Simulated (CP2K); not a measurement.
# CaF2 (Fluorite) under changes of volume

One of the cells (13.579 Å³/atom); the others are scaled copies at fixed shape and fractional positions:

```
Ca F
1.0
     3.86222    0.00000    0.00000
     1.93111    3.34478    0.00000
     1.93111    1.11493    3.15349
Ca F
1 2
Cartesian
  0.0000 0.0000 0.0000
  5.7933 3.3448 2.3651
  1.9311 1.1149 0.7884
```

| Property | Result |
| --- | --- |
| Program | CP2K 2026.2 |
| Functional | PBEsol |
| Potentials or basis | POTENTIAL_UZH Ca GTH-PBE-q10, F GTH-PBE-q7; TZVP-MOLOPT-PBE-GTH basis |
| Density cutoff | 10204 eV |
| k mesh | 8 × 8 × 8 |
| Occupations | fermi-dirac, width 0.01 eV |
| Spin | no spin polarisation |

```tsv
volume (Å³/atom)	energy over the lowest point (meV/atom)	pressure (GPa)	gap on the mesh (eV)
12.764	10.78	5.2	7.39
13.036	3.87	3.0	7.26
13.308	0.40	1.1	7.14
13.579	0.00	-0.6	7.02
13.851	?	?	?
14.122	8.08	-3.5	6.80
14.394	15.10	-4.7	6.70
```

What does the run at 13.851 Å³/atom give?

Energy over the lowest point 3.25 meV/atom; pressure -2.2 GPa; gap on the mesh 6.91 eV.

Worked out: A Birch-Murnaghan fit of order 3 (a polynomial in V^(-2/3)) to the other rows has its minimum at 13.46 Å³/atom with B0 = V·E''(V) = 87 GPa and B' = 5.5. It gives 2.82 meV/atom at 13.851 Å³/atom, against the run's 3.25, and -dE/dV = -2.3 GPa, against -2.2. A straight line through the other rows of the gap, of slope -5.74 eV per unit of ln V, gives 6.91 eV, against the run's 6.91.

Energies are extrapolated to zero smearing.

Caveats: the potentials were made for another functional, which shifts forces and pressure; the basis of atomic orbitals isn't converged, which shifts pressures, moduli and gaps.

A mesh can miss the band edges.
